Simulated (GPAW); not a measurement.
A run of GPAW 26.7.0 is set up as follows.

File run.py:

```python
from ase import Atoms
from ase.calculators.mixing import SumCalculator
from ase.filters import FrechetCellFilter
from ase.io import write
from ase.optimize import BFGS
from dftd3.ase import DFTD3
from gpaw import GPAW, PW, setup_paths

setup_paths.insert(0, '.')

atoms = Atoms(['Cu', 'Al', 'Al', 'Al'],
              cell=[[2.7784054294, 0.0, 0.0],
                    [0.0, 2.7784054294, 0.0],
                    [0.0, 0.0, 7.51340341]],
              scaled_positions=[[0.0, 0.0, 0.0],
                                [0.5, 0.5, 0.77388449],
                                [0.5, 0.5, 0.22611551],
                                [0.0, 0.0, 0.5]],
              pbc=True)

calc = GPAW(mode=PW(600),
            xc='PBEsol',
            kpts={'size': (8, 8, 3), 'gamma': True},
            occupations={'name': 'fermi-dirac', 'width': 0.05},
            nbands=22,
            convergence={'density': 1e-05, 'forces': 0.0001},
            maxiter=150,
            txt='gpaw.txt')
atoms.calc = SumCalculator([calc, DFTD3(damping='d3bj', params_tweaks=dict(method='pbesol', atm=True))])
opt = BFGS(FrechetCellFilter(atoms), trajectory='relax.traj', logfile='-')
done = opt.run(fmax=0.02, steps=60)
calc.write('gs.gpw')
write('result.traj', atoms)
print('Converged:', done)
print('Cell:', atoms.cell.cellpar().round(4))
print('Volume:', round(atoms.get_volume(), 4))
print(atoms.get_scaled_positions().round(5))
```

Potentials or basis: PAW data sets generated in the run's folder for this functional, pw.

The run is started by

```console
$ gpaw-setup -f PBEsol Al Cu
$ OMP_NUM_THREADS=1 python run.py
```

(1) What does it give for the space group after relaxing (to 0.05 Å)?

(2) What does it give for the dispersion energy per atom?

## Answers

(1) P4/mmm (No. 123).

(2) -0.352 eV.

Caveat: later steps reuse the first step's grids.
